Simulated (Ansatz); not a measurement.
**What a trial cell of TePb2 relaxes into**

Method: DFT PBE, scalar-relativistic, plane waves, PAW (Ansatz). Cutoff 420 eV, Γ-centred k mesh, Gaussian smearing, no spin polarisation in the final step.

TePb2 was placed on the fluorite structure type (Fm-3m, No. 225), with Te in place of Ca, Pb in place of F, at a guessed volume.

```
Te Pb
1.0
     0.00000    3.59080    3.59080
     3.59080    0.00000    3.59080
     3.59080    3.59080    0.00000
Te Pb
1 2
Cartesian
  0.0000 0.0000 0.0000
  1.7954 1.7954 1.7954
  5.3862 5.3862 5.3862
```

Cell and atoms relax at zero pressure; the relaxation can't lower the symmetry of the start. After a coarse first stage the cell is made exact in the group found at 0.06 Å.

The zero of energy is the elements' standard structures at the same level; no fitted shifts are applied.

**Question.** What does it relax into?

**Answer.** It keeps Fm-3m (No. 225). The result has the fluorite structure. Conventional cell: a = 7.689 Å. Around Te lie 8 Pb at 3.33 Å; Pb is coordinated by 4 Te at 3.33 Å and 6 Pb at 3.84 Å.

```cif
data_structure
_symmetry_space_group_name_H-M 'Fm-3m'
_symmetry_Int_Tables_number 225
_cell_length_a 7.6892
_cell_length_b 7.6892
_cell_length_c 7.6892
_cell_angle_alpha 90.000
_cell_angle_beta 90.000
_cell_angle_gamma 90.000
_cell_volume 454.61
loop_
_atom_site_label
_atom_site_type_symbol
_atom_site_symmetry_multiplicity
_atom_site_Wyckoff_symbol
_atom_site_fract_x
_atom_site_fract_y
_atom_site_fract_z
_atom_site_occupancy
Te1 Te 4 a 0.00000 0.00000 0.00000 1
Pb1 Pb 8 c 0.25000 0.75000 0.75000 1
```

**Question.** What are its volume, energy, density and gap?

**Answer.** The volume per atom is 37.88 Å³, the density is 7.92 g/cm³ and the energy over the elements is 0.11 eV/atom. The gap on the 10×10×10 mesh is 0 eV (a metal).

The final run used a 10×10×10 mesh on its 3-atom cell and 0.10 eV smearing. For metals, differences of a few meV/atom aren't resolved. Spin–orbit coupling is left out. A structure relaxed within its symmetry needn't be a true minimum. The steps took of the order of 30 core-seconds in all.

Cost: 3 runs of about 0.53 core-minutes in all, on Intel Xeon 6975P-C (Granite Rapids) (shared hosts).